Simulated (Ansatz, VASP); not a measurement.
**Two plane-wave programs on P**

```xyz
2
Lattice="2.7054 0.0000 0.0000 -1.3527 2.3429 0.0000 0.0000 0.0000 4.5877" Properties=species:S:1:pos:R:3 pbc="T T T"
P     0.0000    1.5620    1.1469
P     1.3527    0.7810    3.4408
```

Alike in both runs: functional PBE; k mesh 15 × 15 × 8; occupations fermi-dirac, width 0.05 eV; no spin polarisation.

Ansatz relaxed the structure, and its values are those at the end. VASP's run is a single point on that final structure, the one shown.

|  | VASP | Ansatz |
| --- | --- | --- |
| version | VASP 6.6.1 | Ansatz 0.2.0 |
| potentials or method | VASP PAW PBE potentials, release 64 (P) | PAW with Ansatz's default frozen-core files, scalar-relativistic |
| plane-wave cutoff (eV) | 520 | 420 |
| valence electrons in the cell | 10 | 10 |

```csv
,VASP,Ansatz,Ansatz less VASP
pressure (GPa),-0.2,0.0,+0.17
```
